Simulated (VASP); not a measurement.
# Y (Fm-3m) in VASP: further runs

Runs on Y. Level: PBE. Tasks: single point.

All numbers are computed with VASP 6.6.1; they aren't measurements. Logs are shortened: lines on timing, memory, paths and dates and some standing lists are left out, and cuts for length are marked.

## (1) The crystal as given

It takes space group Fm-3m (No. 225, cubic). The conventional cell has a = 5.104 Å, b = 5.104 Å, c = 5.104 Å, α = 90.00°, β = 90.00°, γ = 90.00°. Y (site symmetry m-3m) has 12 Y at 3.61 Å as nearest neighbours.

This isn't the form of Y at room conditions, which is hcp.

## (2) Single point, PBE

File INCAR:

```
ALGO = Normal
EDIFF = 1E-7
ENCUT = 520
GGA = PE
ISIF = 2
ISMEAR = -1
LASPH = True
LCHARG = False
LREAL = False
LWAVE = False
NBANDS = 12
NELM = 100
PREC = Accurate
SIGMA = 0.05
```

File KPOINTS:

```
k-points
0
Gamma
  11 11 11
```

File POSCAR:

```
Y
1.0
    0.0000000000      2.5519910612      2.5519910612
    2.5519910612      0.0000000000      2.5519910612
    2.5519910612      2.5519910612      0.0000000000
Y
1
Direct
    0.0000000000      0.0000000000      0.0000000000
```

Potentials or basis: VASP PAW PBE potentials, release 64 (Y_sv).

The run is started by

```bash
$ cat potpaw_PBE.64/Y_sv/POTCAR > POTCAR
$ mpirun -np 1 vasp_std > vasp.out
```

OUTCAR:

```text
EDIFF = 1E-7
   ENCUT = 520
   GGA = PE
   ISIF = 2
   ISMEAR = -1
   LASPH = True
   LREAL = False
   NELM = 100
   PREC = Accurate

 ion  position               nearest neighbor table
   1  0.000  0.000  0.000-

  LATTYP: Found a face centered cubic cell.
 ALAT       =     5.1039821224

  Lattice vectors:

 A1 = (   0.0000000000,   2.5519910612,   2.5519910612)
 A2 = (   2.5519910612,   0.0000000000,   2.5519910612)
 A3 = (   2.5519910612,   2.5519910612,   0.0000000000)

Analysis of symmetry for initial positions (statically):
=====================================================================
 Subroutine PRICEL returns:
 Original cell was already a primitive cell.

 Routine SETGRP: Setting up the symmetry group for a
 face centered cubic supercell.

 Subroutine GETGRP returns: Found 48 space group operations
 (whereof 48 operations were pure point group operations)
 out of a pool of 48 trial point group operations.

The static configuration has the point symmetry O_h .

Analysis of symmetry for dynamics (positions and initial velocities):
=====================================================================
 Subroutine PRICEL returns:
 Original cell was already a primitive cell.

 Routine SETGRP: Setting up the symmetry group for a
 face centered cubic supercell.

 Subroutine GETGRP returns: Found 48 space group operations
 (whereof 48 operations were pure point group operations)
 out of a pool of 48 trial point group operations.

The dynamic configuration has the point symmetry O_h .

 Subroutine INISYM returns: Found 48 space group operations
 (whereof 48 operations are pure point group operations),
 and found     1 'primitive' translations

----------------------------------------------------------------------------------------

                                     Primitive cell

  volume of cell :      33.2405

  direct lattice vectors                    reciprocal lattice vectors
     0.000000000  2.551991061  2.551991061    -0.195925451  0.195925451  0.195925451
     2.551991061  0.000000000  2.551991061     0.195925451 -0.195925451  0.195925451
     2.551991061  2.551991061  0.000000000     0.195925451  0.195925451 -0.195925451

  length of vectors
     3.609060370  3.609060370  3.609060370     0.339352836  0.339352836  0.339352836

  position of ions in fractional coordinates (direct lattice)
     0.000000000  0.000000000  0.000000000

  ion indices of the primitive-cell ions
   primitive index   ion index
                 1           1

----------------------------------------------------------------------------------------

 KPOINTS: k-points

Automatic generation of k-mesh.
 Grid dimensions read from file:
 generate k-points for:   11   11   11

 Generating k-lattice:

  Cartesian coordinates                     Fractional coordinates (reciprocal lattice)
    -0.017811405  0.017811405  0.017811405     0.090909091  0.000000000  0.000000000
     0.017811405 -0.017811405  0.017811405     0.000000000  0.090909091  0.000000000
     0.017811405  0.017811405 -0.017811405     0.000000000  0.000000000  0.090909091

  Length of vectors
     0.030850258  0.030850258  0.030850258

  Shift w.r.t. Gamma in fractional coordinates (k-lattice)
     0.000000000  0.000000000  0.000000000

 Subroutine IBZKPT returns following result:
 ===========================================

 Found     56 irreducible k-points:

 Following reciprocal coordinates:
            Coordinates               Weight
  0.000000  0.000000  0.000000      1.000000
  0.090909  0.000000  0.000000      8.000000
  0.181818  0.000000  0.000000      8.000000
  0.272727  0.000000  0.000000      8.000000
  0.363636  0.000000  0.000000      8.000000
  0.454545  0.000000  0.000000      8.000000
[... 16 lines left out ...]
 -0.272727  0.181818  0.000000     24.000000
 -0.181818  0.181818  0.000000     12.000000
 [... further k-points ...]
   k-points           NKPTS =     56   k-points in BZ     NKDIM =     56   number of bands    NBANDS=     12
   number of dos      NEDOS =    301   number of ions     NIONS =      1
   total plane-waves  NPLWV =  21952
   dimension x,y,z NGX =    28 NGY =   28 NGZ =   28
   dimension x,y,z NGXF=    56 NGYF=   56 NGZF=   56
   ions per type =               1
   NGX,Y,Z   is equivalent  to a cutoff of  12.90, 12.90, 12.90 a.u.
   NGXF,Y,Z  is equivalent  to a cutoff of  25.80, 25.80, 25.80 a.u.
 SYSTEM =  unknown system
   PREC   = accura    normal or accurate (medium, high low for compatibility)
   ISTART =      0    job   : 0-new  1-cont  2-samecut
   ICHARG =      2    charge: 1-file 2-atom 10-const
   ISPIN  =      1    spin polarized calculation?
   LNONCOLLINEAR =      F non collinear calculations
   LSORBIT =      F    spin-orbit coupling
   LASPH  =      T    aspherical Exc in radial PAW
   ENCUT  =  520.0 eV  38.22 Ry    6.18 a.u.   6.71  6.71  6.71*2*pi/ulx,y,z
   NELM   =    100;   NELMIN=  2; NELMDL= -5     # of ELM steps
   EDIFF  = 0.1E-06   stopping-criterion for ELM
   LREAL  =      F    real-space projection
   EDIFFG = 0.1E-05   stopping-criterion for IOM
   NSW    =      0    number of steps for IOM
   IBRION =     -1    ionic relax: 0-MD 1-quasi-New 2-CG
   NFREE  =      0    steps in history (QN), initial steepest desc. (CG)
   ISIF   =      2    stress and relaxation
   ISYM   =      2    0-nonsym 1-usesym 2-fastsym
   POTIM  = 0.5000    time-step for ionic-motion
   TEBEG  =    0.0;   TEEND  =   0.0 temperature during run
   PSTRESS=    0.0 pullay stress
   NELECT =      11.0000    total number of electrons
   NUPDOWN=      -1.0000    fix difference up-down
   EMIN   =  10.00;   EMAX   =-10.00  energy-range for DOS
   EFERMI =   0.00;   METHOD = LEGACY
   ISMEAR =    -1;   SIGMA  =   0.05  broadening in eV -4-tet -1-fermi 0-gaus
   EFERMI_NEDOS =   21; number of points for ismear=-14 and -15
   IALGO  =     38    algorithm
   IMIX   =      4    mixing-type and parameters
     AMIX     =   0.40;   BMIX     =  1.00
     AMIX_MAG =   1.60;   BMIX_MAG =  1.00
  volume/ion in A,a.u.               =      33.24       224.32
  Fermi-wavevector in a.u.,A,eV,Ry     =   1.132357  2.139844 17.445821  1.282232
  Thomas-Fermi vector in A             =   2.269058
   LORBIT       =      0    0 simple, 1 ext, 2 COOP (PROOUT), +10 PAW based schemes
   GGA     = PE    functional components
   LHFCALC =     F    Hartree Fock is set to
   AEXX    =    0.0000 exact exchange contribution
   IVDW    =     0    specifies the selected vdW correction
   LEPSILON=     F    determine dielectric tensor
   LRPA    =     F    only Hartree local field effects (RPA)
 non-spin polarized calculation
  energy-cutoff  :      520.00
  volume of cell :       33.24
 maximum number of plane-waves:       911
   NGX = 13   NGY = 13   NGZ = 13

 number of electron      11.0000001 magnetization

 Free energy of the ion-electron system (eV)
  ---------------------------------------------------
  ext. energy  EPLUGINS =         0.00000000
  ---------------------------------------------------
  free energy    TOTEN  =        -6.41139148 eV

  energy without entropy =       -6.39804599  energy(sigma->0) =       -6.40471873

 E-fermi :   2.9997     XC(G=0):  -9.3780

 val. band max:        2.9831712827   @ k =  -0.2727   0.4545   0.1818
 cond. band min:       3.0218606832   @ k =   0.2727   0.2727   0.0000
 fundamental gap:      0.0386894004
 Fermi energy:         2.9996742770

 k-point     1 :       0.0000    0.0000    0.0000
  band No.  band energies     occupation
      1     -39.7373      2.00000
      2     -19.4496      2.00000
      3     -19.4496      2.00000
      4     -19.4496      2.00000
      5      -1.7280      2.00000
      6       4.7605      0.00000
      7       4.7605      0.00000
      8       4.7605      0.00000
      9       6.7142      0.00000
     10       6.7142      0.00000
     11      11.9040      0.00000
     12      15.1072      0.00000

 k-point     2 :       0.0909    0.0000    0.0000
  band No.  band energies     occupation
      1     -39.7326      2.00000
      2     -19.4935      2.00000
      3     -19.4551      2.00000
      4     -19.4551      2.00000
      5      -1.5275      2.00000
      6       4.5401      0.00000
      7       4.8523      0.00000
      8       4.8523      0.00000
      9       6.6155      0.00000
     10       6.6155      0.00000
     11      12.3533      0.00000
     12      14.2469      0.00000

 k-point     3 :       0.1818    0.0000    0.0000
  band No.  band energies     occupation
      1     -39.7201      2.00000
      2     -19.6094      2.00000
      3     -19.4701      2.00000
      4     -19.4701      2.00000
      5      -0.9663      2.00000
      6       4.0586      0.00000
      7       5.0141      0.00000
      8       5.0141      0.00000
      9       6.5152      0.00000
     10       6.5152      0.00000
     11      12.7361      0.00000
     12      13.6916      0.00000
[... 286 lines left out ...]
 k-point    23 :      -0.2727    0.1818    0.0000
  band No.  band energies     occupation
      1     -39.6840      2.00000
      2     -19.8295      2.00000
      3     -19.6180      2.00000
      4     -19.5072      2.00000
      5       0.9585      2.00000
      6       3.3102      0.00401
      7       4.0430      0.00000
      8       5.3458      0.00000
      9       6.4228      0.00000
     10       8.4668      0.00000
     11      11.7720      0.00000
     12      13.8833      0.00000

 k-point    24 :      -0.1818    0.1818    0.0000
  band No.  band energies     occupation
      1     -39.6980      2.00000
      2     -19.7433      2.00000
      3     -19.5716      2.00000
      4     -19.4845      2.00000
      5       0.1417      2.00000
      6       3.5050      0.00008
      7       4.5110      0.00000
      8       5.6413      0.00000
      9       5.7049      0.00000
     10       7.7145      0.00000
     11      12.7012      0.00000
     12      14.8358      0.00000

 [... further k-points ...]

------------------------ aborting loop because EDIFF is reached ----------------------------------------

  FORCE on cell =-STRESS in cart. coord.  units (eV):
  Direction    XX          YY          ZZ          XY          YZ          ZX
  --------------------------------------------------------------------------------------
  -------------------------------------------------------------------------------------
  Total       -0.2103065     -0.2103065     -0.2103065      0.0000000     -0.0000000     -0.0000000
  in kB      -10.1366837    -10.1366837    -10.1366837      0.0000000     -0.0000000     -0.0000000
  external PRESSURE =     -10.1366837 kB  Pullay stress =       0.0000000 kB

 VOLUME and BASIS-vectors are now :
 -----------------------------------------------------------------------------
  energy-cutoff  :      520.00
  volume of cell :       33.24
      direct lattice vectors                 reciprocal lattice vectors
     0.000000000  2.551991061  2.551991061    -0.195925451  0.195925451  0.195925451
     2.551991061  0.000000000  2.551991061     0.195925451 -0.195925451  0.195925451
     2.551991061  2.551991061  0.000000000     0.195925451  0.195925451 -0.195925451

 POSITION                                       TOTAL-FORCE (eV/Angst)
 -----------------------------------------------------------------------------------
      0.00000      0.00000      0.00000        -0.000000      0.000000      0.000000
 -----------------------------------------------------------------------------------
    total drift:                               -0.000000     -0.000000     -0.000000

  FREE ENERGIE OF THE ION-ELECTRON SYSTEM (eV)
  ---------------------------------------------------
  free  energy   TOTEN  =        -6.4113914762 eV

  energy  without entropy=       -6.3980459860  energy(sigma->0) =       -6.40471873
```

It took 25 s on 1 thread of Intel Xeon Platinum 8259CL at 2.50GHz (Skylake/Cascade Lake), shared host; peak memory 0.18 GiB.

Results:

| Quantity | Value |
| --- | --- |
| Free energy | -6.4114 eV |
| Pressure | -1.0 GPa |
| Band gap on the k mesh | none (metal or under the smearing width) |

[end of part 1 of 2]
